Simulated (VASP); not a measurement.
# CdS (rocksalt): a r²SCAN single-point calculation in VASP

INCAR

```
SIGMA = 0.01
EDIFF = 1E-7
ENCUT = 520
PREC = Accurate
IBRION = -1
LWAVE = .FALSE.
LASPH = .TRUE.
NBANDS = 16
ISMEAR = 0
NELM = 120
NSW = 0
ISIF = 2
LREAL = .FALSE.
METAGGA = R2SCAN
LCHARG = .FALSE.
ALGO = Normal
```

KPOINTS

```
KPOINTS created by Atomic Simulation Environment
0
Gamma
8 8 8
0 0 0
```

KPOINTS_OPT

```
special points
6
Reciprocal
0.0000000000 0.0000000000 0.0000000000 1
0.5000000000 0.0000000000 0.5000000000 1
0.5000000000 0.2500000000 0.7500000000 1
0.3750000000 0.3750000000 0.7500000000 1
0.5000000000 0.5000000000 0.5000000000 1
0.6250000000 0.2500000000 0.6250000000 1
```

POSCAR

```
Cd S
 1.0000000000000000
     0.0000000000000000    2.7267765444985561    2.7267765444985561
     2.7267765444985561    0.0000000000000000    2.7267765444985561
     2.7267765444985561    2.7267765444985561    0.0000000000000000
 Cd  S
   1   1
Cartesian
  0.0000000000000000  0.0000000000000000  0.0000000000000000
  2.7267765444985561  2.7267765444985561  2.7267765444985561
```

VASP ran with the recommended PBE PAW datasets (18 valence electrons in the cell).

OSZICAR

```
N       E                     dE             d eps       ncg     rms          rms(c)
DAV:   1     0.834489003739E+02    0.83449E+02   -0.95051E+03   960   0.108E+03
DAV:   2    -0.307336785640E+02   -0.11418E+03   -0.10632E+03  1112   0.264E+02
DAV:   3    -0.345660462673E+02   -0.38324E+01   -0.38264E+01  1176   0.511E+01
DAV:   4    -0.345831263970E+02   -0.17080E-01   -0.17079E-01  1104   0.335E+00
DAV:   5    -0.345832876271E+02   -0.16123E-03   -0.16123E-03  1192   0.313E-01    0.737E+00
DAV:   6    -0.295346733234E+02    0.50486E+01   -0.32206E+00   952   0.264E+01    0.880E+00
DAV:   7    -0.295016226403E+02    0.33051E-01   -0.27689E-01  1104   0.537E+00    0.538E+00
DAV:   8    -0.295202185161E+02   -0.18596E-01   -0.70127E-02  1072   0.283E+00    0.118E+00
DAV:   9    -0.295242960327E+02   -0.40775E-02   -0.46234E-03  1048   0.619E-01    0.185E-01
DAV:  10    -0.295243920729E+02   -0.96040E-04   -0.15373E-03  1112   0.359E-01    0.108E-01
DAV:  11    -0.295243689247E+02    0.23148E-04   -0.57659E-05  1040   0.941E-02    0.849E-02
DAV:  12    -0.295243662894E+02    0.26352E-05   -0.48498E-05  1072   0.803E-02    0.827E-02
DAV:  13    -0.295243620774E+02    0.42121E-05   -0.14411E-05  1112   0.364E-02    0.145E-02
DAV:  14    -0.295243616480E+02    0.42941E-06   -0.29576E-07  1128   0.500E-03    0.717E-03
DAV:  15    -0.295243615103E+02    0.13767E-06   -0.19223E-08   560   0.147E-03    0.121E-03
DAV:  16    -0.295243614460E+02    0.64328E-07   -0.89410E-09   488   0.879E-04
   1 F= -.29524361E+02 E0= -.29524361E+02  d E =-.120201E-14
       N       E                     dE             ncg
DAV:   1     0.636808505780E+03   -0.33677E+04      200
DAV:   2    -0.440100471418E+02   -0.68082E+03      264
DAV:   3    -0.661688429331E+02   -0.22159E+02      224
DAV:   4    -0.662576844699E+02   -0.88842E-01      248
DAV:   5    -0.662585306336E+02   -0.84616E-03      240
DAV:   6    -0.662585417508E+02   -0.11117E-04      248
DAV:   7    -0.662585419270E+02   -0.17620E-06      224
DAV:   8    -0.662585419300E+02   -0.30075E-08      216
```

From OUTCAR

```
k-points           NKPTS =     29   k-points in BZ     NKDIM =     29   number of bands    NBANDS=     16

   NELECT =      18.0000    total number of electrons

   dimension x,y,z NGX =    30 NGY =   30 NGZ =   30
   dimension x,y,z NGXF=    60 NGYF=   60 NGZF=   60

  energy-cutoff  :      520.00
  volume of cell :       40.55
      direct lattice vectors                 reciprocal lattice vectors
     0.000000000  2.726776544  2.726776544    -0.183366694  0.183366694  0.183366694
     2.726776544  0.000000000  2.726776544     0.183366694 -0.183366694  0.183366694
     2.726776544  2.726776544  0.000000000     0.183366694  0.183366694 -0.183366694

 k-points in reciprocal lattice and weights: KPOINTS created by Atomic Simulation Env
   0.00000000  0.00000000  0.00000000       0.002
   0.12500000  0.00000000  0.00000000       0.016
   0.25000000  0.00000000  0.00000000       0.016
   0.37500000  0.00000000  0.00000000       0.016
   0.50000000  0.00000000  0.00000000       0.008
   0.12500000  0.12500000  0.00000000       0.012
   0.25000000  0.12500000  0.00000000       0.047
   0.37500000  0.12500000  0.00000000       0.047
   ...

 E-fermi :   2.8008

 k-point     1 :       0.0000    0.0000    0.0000
  band No.  band energies     occupation
      1     -10.5899      2.00000
      2      -5.1076      2.00000
      3      -5.1076      2.00000
      4      -5.1069      2.00000
      5      -5.1069      2.00000
      6      -5.1069      2.00000
      7       1.9852      2.00000
      8       1.9852      2.00000
      9       1.9852      2.00000
     10       4.3378      0.00000
     11      12.4820      0.00000
     12      12.4820      0.00000
     13      12.4820      0.00000
     14      14.7294      0.00000
     15      15.1447      0.00000
     16      15.1447      0.00000

 k-point     2 :       0.1250    0.0000    0.0000
  band No.  band energies     occupation
      1     -10.4516      2.00000
      2      -5.1589      2.00000
      3      -5.1589      2.00000
      4      -5.1224      2.00000
      5      -5.0774      2.00000
      6      -5.0774      2.00000
      7       0.9048      2.00000
      8       2.0869      2.00000
      9       2.0869      2.00000
     10       5.4097      0.00000
     11      11.3122      0.00000
     12      12.2368      0.00000
     13      12.2368      0.00000
     14      13.6902      0.00000
     15      13.6902      0.00000
     16      14.6946      0.00000

 k-point     3 :       0.2500    0.0000    0.0000
  band No.  band energies     occupation
      1     -10.0814      2.00000
      2      -5.2788      2.00000
      3      -5.2788      2.00000
      4      -5.1796      2.00000
      5      -5.0049      2.00000
      6      -5.0049      2.00000
      7      -0.6302      2.00000
      8       2.3435      2.00000
      9       2.3435      2.00000
     10       6.6921      0.00000
     11      10.1985      0.00000
     12      10.8265      0.00000
     13      10.8265      0.00000
     14      14.2002      0.00000
     15      14.2002      0.00000
     16      14.3942      0.00000

 k-point     4 :       0.3750    0.0000    0.0000
  band No.  band energies     occupation
      1      -9.6383      2.00000
      2      -5.3931      2.00000
      3      -5.3931      2.00000
      4      -5.2904      2.00000
      5      -4.9310      2.00000
      6      -4.9310      2.00000
      7      -1.7581      2.00000
      8       2.6241      2.00000
      9       2.6241      2.00000
     10       6.9313      0.00000
     11       9.6479      0.00000
     12       9.6479      0.00000
     13      10.1781      0.00000
     14      14.9281      0.00000
     15      15.5040      0.00000
     16      15.5040      0.00000

 k-point     5 :       0.5000    0.0000    0.0000
  band No.  band energies     occupation
      1      -9.4225      2.00000
      2      -5.4390      2.00000
      3      -5.4390      2.00000
      4      -5.3671      2.00000
      5      -4.9000      2.00000
      6      -4.9000      2.00000
      7      -2.1678      2.00000
      8       2.7508      2.00000
      9       2.7508      2.00000
     10       6.8069      0.00000
     11       9.2113      0.00000
     12       9.2113      0.00000
     13      10.3516      0.00000
     14      15.8180      0.00000
     15      16.4293      0.00000
     16      16.4293      0.00000

 k-point     6 :       0.1250    0.1250    0.0000
  band No.  band energies     occupation
      1     -10.4126      2.00000
      2      -5.2143      2.00000
      3      -5.1297      2.00000
      4      -5.0915      2.00000
      5      -5.0786      2.00000
      6      -5.0786      2.00000
      7       1.1126      2.00000
      8       1.7980      2.00000
      9       1.7980      2.00000
     10       5.7941      0.00000
     11      11.3812      0.00000
     12      11.4320      0.00000
     13      12.3105      0.00000
     14      12.3105      0.00000
     15      15.8151      0.00000
     16      16.2660      0.00000

 k-point     7 :       0.2500    0.1250    0.0000
  band No.  band energies     occupation
      1     -10.1405      2.00000
      2      -5.3009      2.00000
      3      -5.1595      2.00000
      4      -5.1576      2.00000
      5      -5.0330      2.00000
      6      -4.9977      2.00000
      7      -0.0830      2.00000
      8       1.7493      2.00000
      9       2.0264      2.00000
     10       6.8601      0.00000
     11       9.7111      0.00000
     12      10.6421      0.00000
     13      11.8667      0.00000
     14      12.9029      0.00000
     15      15.3855      0.00000
     16      16.0008      0.00000

 k-point     8 :       0.3750    0.1250    0.0000
  band No.  band energies     occupation
      1      -9.7487      2.00000
      2      -5.3512      2.00000
      3      -5.2795      2.00000
      4      -5.2133      2.00000
      5      -4.9624      2.00000
      6      -4.9213      2.00000
      7      -1.3274      2.00000
      8       1.9620      2.00000
      9       2.1805      2.00000
     10       7.2911      0.00000
     11       8.6058      0.00000
     12      10.7974      0.00000
     13      10.8057      0.00000
     14      13.8576      0.00000
     15      16.1641      0.00000
     16      16.1984      0.00000

 k-point     9 :       0.5000    0.1250    0.0000
  band No.  band energies     occupation
      1      -9.4655      2.00000
      2      -5.3802      2.00000
      3      -5.3222      2.00000
      4      -5.3026      2.00000
      5      -4.8992      2.00000
      6      -4.8934      2.00000
      7      -1.9990      2.00000
      8       2.0012      2.00000
      9       2.3409      2.00000
     10       7.3352      0.00000
     11       8.1934      0.00000
     12       9.9152      0.00000
     13      11.3623      0.00000
     14      14.9350      0.00000
     15      16.5895      0.00000
     16      17.3281      0.00000

 k-point    10 :      -0.3750    0.1250    0.0000
  band No.  band energies     occupation
      1      -9.5208      2.00000
      2      -5.4098      2.00000
      3      -5.3589      2.00000
      4      -5.2340      2.00000
      5      -4.9274      2.00000
      6      -4.8818      2.00000
      7      -1.8427      2.00000
      8       1.6660      2.00000
      9       2.6777      2.00000
     10       7.5908      0.00000
     11       8.3713      0.00000
     12       9.6266      0.00000
     13      11.1614      0.00000
     14      15.2108      0.00000
     15      15.6436      0.00000
     16      17.2795      0.00000

 k-point    11 :      -0.2500    0.1250    0.0000
  band No.  band energies     occupation
      1      -9.8666      2.00000
      2      -5.3569      2.00000
      3      -5.3023      2.00000
      4      -5.1693      2.00000
      5      -4.9988      2.00000
      6      -4.9255      2.00000
      7      -0.9665      2.00000
      8       1.4402      2.00000
      9       2.7350      2.00000
     10       7.5675      0.00000
     11       9.1885      0.00000
     12      10.1420      0.00000
     13      10.5924      0.00000
     14      13.7515      0.00000
     15      15.7000      0.00000
     16      16.2492      0.00000

 k-point    12 :      -0.1250    0.1250    0.0000
  band No.  band energies     occupation
      1     -10.2429      2.00000
      2      -5.2535      2.00000
      3      -5.2025      2.00000
      4      -5.1375      2.00000
      5      -5.0611      2.00000
      6      -5.0071      2.00000
      7       0.1625      2.00000
      8       1.5798      2.00000
      9       2.4747      2.00000
     10       6.4940      0.00000
     11      10.7440      0.00000
     12      10.7727      0.00000
     13      11.4045      0.00000
     14      12.8937      0.00000
     15      14.8865      0.00000
     16      15.8510      0.00000

 ...

  Total        0.1200858      0.1200858      0.1200858     -0.0000000     -0.0000000      0.0000000
  in kB        4.7448633      4.7448633      4.7448633     -0.0000000     -0.0000000      0.0000000
  external PRESSURE =       4.7448633 kB  Pullay stress =       0.0000000 kB

 POSITION                                       TOTAL-FORCE (eV/Angst)
 -----------------------------------------------------------------------------------
      0.00000      0.00000      0.00000         0.000000      0.000000      0.000000
      2.72678      2.72678      2.72678        -0.000000      0.000000     -0.000000
 -----------------------------------------------------------------------------------
    total drift:                               -0.000000      0.000000      0.000000

  FREE ENERGIE OF THE ION-ELECTRON SYSTEM (eV)
  ---------------------------------------------------
  free  energy   TOTEN  =       -29.5243614460 eV

  energy  without entropy=      -29.5243614460  energy(sigma->0) =      -29.52436145
```

```
gap between bands v and c : 0.73 eV
least direct gap          : 2.35 eV
pressure                  : 0.5 GPa
```

Band v is the last that the valence electrons fill when counted band by band, and c is the next.
